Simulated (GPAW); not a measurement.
Runs of GPAW 26.7.0 on Ca. It takes space group Fm-3m (No. 225, cubic). The conventional cell has a = 5.588 Å, b = 5.588 Å, c = 5.588 Å, α = 90.00°, β = 90.00°, γ = 90.00°. Ca (site symmetry m-3m) is surrounded by 12 Ca at 3.95 Å. 

```tsv
task	level	potentials or basis	smearing	band path	band points	eigensolver	pressure (GPa)	V0 of scaled cells (Å³/atom)	B0 (GPa)
band structure	SOGGA	PAW data sets generated in the run's folder for this functional, pw	fermi-dirac 0.05 eV	GXWKGLUWLK,UX	100	-	-1.2	-	-
equation of state	RPBE	the program's PAW data sets (release 1.2.1) made for this functional, pw	fermi-dirac 0.05 eV	-	-	-	-	44.63	16
band structure	BLYP	PAW data sets generated in the run's folder for this functional, pw	fermi-dirac 0.05 eV	GXWKGLUWLK,UX	80	davidson	(a)	-	-
single point	PBE	GPAW PAW data sets (gpaw-data 1.2.1), pw	gaussian 0.1 eV	-	-	-	(b)	-	-
equation of state	BP86	PAW data sets generated in the run's folder for this functional, pw	fermi-dirac 0.05 eV	-	-	-	-	41.75	17
```

Alike in all rows: no spin polarisation; cell as given; k mesh 8 × 8 × 8; cutoff (eV) 600.

Q: Estimate the missing entries.

A: (a) -0.4; (b) -0.5.

Not every run made on this cell is shown here.
